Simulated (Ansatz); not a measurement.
An input for the plane-wave PAW code Ansatz:

```yaml
crystal:
  lattice:
    - [1.9063382495, 1.1360247831, 3.173591181]
    - [-1.9018439403, 1.1121295321, 3.1792850387]
    - [-0.0184467398, -2.2379233868, 3.1728223262]
  atoms:
    - { symbol: Ce, position: [-0.0326903257, -0.0528241929, 0.0910990311] }
    - { symbol: O, position: [0.2776796786, 0.2487617736, 0.2382383123] }
    - { symbol: O, position: [0.7550106471, 0.8040624192, 0.6706626567] }
basis:
  ecutwfc: 420
  ecutrho_ratio: 4
kpoints:
  mp_grid: { grid: [10, 10, 10] }
hamiltonian:
  xc: pbe
scf:
  occupations: { method: gaussian, width: 0.05 }
output:
  forces: true
  stress: true
  eigenvalues: true
```

Launched as:
```sh
ansatz run input.yaml --threads 2 --pin off --max-ram 2662MiB --backend cpu --events-out ev --progress --plain --runs-dir out
```

The start was a prototype's sites filled with these elements; the Crystallography Open Database holds the compound in this structure.

Question: Predict the main results.

Answer: Pressure 20.9 GPa, gap on the mesh 2.23 eV, largest force component 5.253 eV/Å (PBE, scalar-relativistic).

The output:

```
band count auto-derived: 22 (N_el = 24.0; filled up to band 12; 16 by the electrons, moments and atoms)
Pseudopotentials: kind: paw
Pseudopotential: Ce, paw, valence charge 12, recommended cutoff 420 eV (normal), Ce.paw.azcp
Pseudopotential: O, paw, valence charge 6, recommended cutoff 420 eV (normal), O.paw.azcp
Crystal: 3 atoms, lattice volume = 40.651 Å³
Basis set: ecut = 420 eV, 809 PW (Γ), exchange–correlation on 54×54×54 points (8 copies of the dense FFT grid, shifted against one another)
Bands: 22, of which v1, the nominal top of the filled ones, is band 12 counted from 1 (11 counted from 0)
Symmetry: 1 space group operations
Space group: P1 (ITA 1), of the structure as read, at distance tolerance 3.4e-5 Å
k-points: 504 of 1000 (time reversal used)
Initial density: superposition of atomic densities (neutral atoms: chi_scale 0, normalization atom), corrected by the library's trained network
Initial wavefunctions: pseudopotential atomic-orbital guess
Functional: x = pbe(κ = 0.804, μ = 0.21951), c = pbe(β = 0.06672)
```

SCF trace (energy estimate counted from the last row):
```
iteration   ΔE (eV)  density residual (eV)
        1   3.4e-03                1.18e-2
        2   2.1e-03                1.58e-3
        3  -4.2e-04                4.31e-3
        4  -1.8e-04                2.18e-3
        5  -2.2e-05                2.96e-4
        6  -7.0e-06                1.68e-5
        7   1.0e-06                5.56e-7
        8     0.000                1.20e-8
```

```
SCF 1 converged in 8 iterations: F = -7714.643322 eV  dr2 = 1.20e-8
SCF converged after 8 iterations
Free energy (F): -7714.643322 eV
E sigma→0 (E₀):  -7714.643322 eV
Fermi energy:    11.992954 eV
--- Forces (eV/Å), atoms counted from 1 ---
  atom   1  Ce     0.18170642     5.25307185    -1.09352184
  atom   2  O     -0.68498710    -0.29820709    -0.95620874
  atom   3  O      0.50328385    -4.95483369     2.04972119
--- Stress (GPa, compression-positive) ---
       18.304781       1.433251       1.922582
        1.433258      29.731595      -9.178951
        1.922580      -9.178941      14.749310
  P = ⅓ Tr σ = 20.9286 GPa (209.286 kbar)
```

It ran for 19 s on 2 threads of Arm Neoverse V2, with other jobs on the host, peak memory 0.71 GiB.

No spin–orbit coupling, a notable omission for heavy elements.
